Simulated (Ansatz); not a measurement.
**V: further runs on the relaxed cell**

The task here is to estimate one member of a computed series from the others.

Method: DFT PBE, scalar-relativistic, plane waves, PAW, in Ansatz 0.2.0.

1 further run of the same task is left out (set aside as unsound or not needed).

## The structure to begin with

Symmetry: Im-3m, No. 229, cubic system. Conventional cell: a = 2.997 Å, b = 2.997 Å, c = 2.997 Å, α = 90.00°, β = 90.00°, γ = 90.00°. V (site symmetry m-3m) is surrounded by 8 V at 2.60 Å.

As a file:

```
CELL_PARAMETERS angstrom
-1.49861 1.49861 1.49861
1.49861 -1.49861 1.49861
1.49861 1.49861 -1.49861
ATOMIC_POSITIONS crystal
V 0.00000 0.00000 0.00000
```

This cell was relaxed beforehand with the same method: volume 13.46 Å³/atom, gap on the mesh none (metal).

The first run:

Contents of input.yaml:

```yaml
crystal:
  lattice:
    - [-1.4986106527, 1.4986106527, 1.4986106527]
    - [1.4986106527, -1.4986106527, 1.4986106527]
    - [1.4986106527, 1.4986106527, -1.4986106527]
  atoms:
    - { symbol: V, position: [0.0, 0.0, 0.0] }
basis:
  ecutwfc: 420
kpoints:
  mp_grid: { grid: [20, 20, 20] }
  band_path:
    path:
      - [[0.0, 0.0, 0.0], [0.5, -0.5, 0.5], [0.0, 0.0, 0.5], [0.0, 0.0, 0.0], [0.25, 0.25, 0.25], [0.5, -0.5, 0.5]]
      - [[0.25, 0.25, 0.25], [0.0, 0.0, 0.5]]
    npoints: 14
hamiltonian:
  xc: pbe
scf:
  occupations: { method: gaussian, width: 0.1 }
  n_extra_bands: 6
output:
  forces: true
  stress: true
  eigenvalues: true
  populations: true
  dos: { projected: true, de: 0.02, nscf_kmesh: { grid: [30, 30, 30] } }
  bader: true
  write_density: true
  write_potential: true
  elf: true
  volumetric_format: npy
```

On the command line:

```console
$ ansatz run input.yaml --threads 1 --pin off --max-ram 2560MiB --backend cpu --events-out ev --progress --plain --runs-dir out
```

Among the steps run: Static run: bands, density of states and charges; Point at V/V0 = 0.97; Volume × 1.03; The cell scaled to 0.94 of its volume; Volume × 1.06.

One table of the session follows, with a row left open; its other results are not shown here.

It belongs to the step «Energy against volume». 

| volume (Å³/atom) | energy above the lowest point (meV/atom) | pressure (GPa) |
| --- | --- | --- |
| 12.655 | 30.1 | 12.68 |
| 13.059 | ? | ? |
| 13.463 | 0.0 | -0.04 |
| 13.866 | 6.8 | -5.15 |
| 14.270 | 25.6 | -9.56 |

Q: Estimate the row for volume (Å³/atom) = 13.059 from the others.

Worked estimate for «energy above the lowest point (meV/atom)». A straight line through the neighbours (12.655, 30.1) and (13.463, 0.0) gives 30.1 + (0.0 − 30.1) × (13.059 − 12.655) / (13.463 − 12.655) = 15.1; a parabola fitted to 3 rows on both sides gives 7.8.

As computed: energy above the lowest point (meV/atom): 7.0; pressure (GPa): 5.86. In «energy above the lowest point (meV/atom)» the line misses by +8.1 and the parabola by +0.8.
